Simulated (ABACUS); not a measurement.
Sr: equation of state with PBE

The system is Sr.

```
Sr
1.0
     0.00000    3.04235    3.04235
     3.04235    0.00000    3.04235
     3.04235    3.04235    0.00000
Sr
1
Direct
  0.00000 0.00000 0.00000
```

```
Program                                       : ABACUS 3.10.1
Task                                          : equation of state
Functional                                    : PBE
Potentials or basis                           : PseudoDojo NC SR 0.4.1 PBE standard
Cutoff                                        : 925 eV
Density cutoff                                : 3701 eV
Basis                                         : plane waves
k mesh                                        : 8 × 8 × 8
Occupations                                   : fermi-dirac, width 0.05 eV
Spin                                          : no spin polarisation
Radial cutoff of the potentials (pseudo_rcut) : 10 bohr
SCF threshold on the density                  : 1e-08
Max SCF steps                                 : 100
Eigensolver                                   : dav
Mixing                                        : broyden
Mixing share                                  : 0.7
Symmetry key                                  : 1
Bands                                         : 9
```

| Item | Value |
| --- | --- |
| Equilibrium volume | 54.69 Å³/atom |
| Bulk modulus | 11.7 GPa |
| Pressure derivative of the bulk modulus | 3.4 |

Energy against volume, from the lowest point:
| volume (Å³/atom) | energy (meV/atom) |
| --- | --- |
| 52.940 | 1.99 |
| 54.067 | 0.10 |
| 55.193 | 0.00 |
| 56.319 | 1.53 |
| 57.446 | 4.54 |
| 58.572 | 8.91 |
| 59.698 | 14.52 |

All runs of the series together: 45 s on 4 threads of Intel(R) Xeon(R) Platinum 8375C CPU @ 2.90GHz (Ice Lake), on a shared host.
